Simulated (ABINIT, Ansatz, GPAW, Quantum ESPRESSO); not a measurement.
# PBE against LDA over 10 crystals

Computed equilibrium volume (Å³/atom) at each level. Volumes are each level's own minimum, from an equation of state or a relaxation of the cell. Space groups are those of the starting cells. Spin polarisation and spin-orbit coupling are off unless named. Started with parallel moments: Ni.

- PBE: Ansatz (all-electron LAPW, scalar-relativistic) for RuAl, YN, Ni; ABINIT (PseudoDojo NC SR PBE v0.4.1 standard) for SiC, ZrB2; Quantum ESPRESSO (JTH 2.0 PBE) for WSi2, CdS; GPAW (GPAW PAW data sets (gpaw-data 1.2.1)) for KTaO3; Quantum ESPRESSO (GBRV 1.5 PBE) for AuCu; Quantum ESPRESSO (SSSP 1.3 efficiency PBE) for MgS; cutoffs 490 to 1116 eV for plane waves; k meshes of 144 to 2197 points
- LDA: Ansatz (all-electron LAPW, scalar-relativistic) for RuAl, MgS, YN, Ni; Quantum ESPRESSO (JTH 2.0 LDA) for WSi2, AuCu; ABINIT (PseudoDojo NC SR LDA v0.4.1 standard) for SiC; GPAW (PAW data sets generated for this functional) for KTaO3; ABINIT (JTH PAW LDA v2.0) for ZrB2; Quantum ESPRESSO (GBRV 1.5 LDA) for CdS; cutoffs 463 to 1116 eV for plane waves; k meshes of 144 to 2197 points

| crystal | PBE | LDA |
| --- | --- | --- |
| SiC (P6_3mc, 4 atoms) | 10.506 | 10.123 |
| KTaO3 (Pm-3m) | 13.090 | 12.300 |
| RuAl (Pm-3m) | 13.547 | 12.882 |
| WSi2 (I4/mmm, 3 atoms) | 13.671 | 13.139 |
| AuCu (P4/mmm, 2 atoms) | 14.961 | 13.783 |
| MgS (Fm-3m) | 17.802 | 16.873 |
| YN (Fm-3m) | 14.764 | 14.001 |
| Ni (Fm-3m) | 10.885 | 10.033 |
| ZrB2 (P6/mmm, 3 atoms) | 10.283 | 9.885 |
| CdS (P6_3mc, 4 atoms) | 25.891 | 23.961 |

Question: How do the values move from PBE?

Answer: LDA lies below PBE in 10 of 10 crystals, with a median shift of -5.2 % (-7.9 % for AuCu to -3.6 % for SiC). The figures use the values as printed. Spin-orbit coupling, where left out, moves volumes and moduli of the heaviest elements a little. Meshes of this size aren't converged for the metals. LDA stands for any of its common fits to the electron gas. Columns can differ in programs, potentials, basis sets, cutoffs, meshes and smearing within a row, which adds scatter of its own. Where several set-ups ran one level, the entry is one near their median; a run lay far from it for Ni.

LDA gives the smaller cell in every crystal, as expected from its usual overbinding. PBE's gradient correction favours inhomogeneous densities, which weakens bonding relative to separated atoms and acts much like an outward pressure on the lattice. How far the volume then moves depends on the stiffness of the crystal as well as on the size of that pressure.

This fits the small shifts in SiC, ZrB2 and WSi2, whose strong covalent networks resist expansion, and the large ones in the more compressible AuCu and CdS. Stiffness alone doesn't order the whole set, however: MgS is soft yet shifts less than the stiffer KTaO3, and Ni is stiff yet shifts almost as much as AuCu. The pressure itself must therefore differ between crystals, probably through the density gradients where semicore or filled d shells meet the valence charge.

The uniform sign supports a systematic functional effect, but the contraction by itself doesn't show which functional lies closer to the measured volumes.
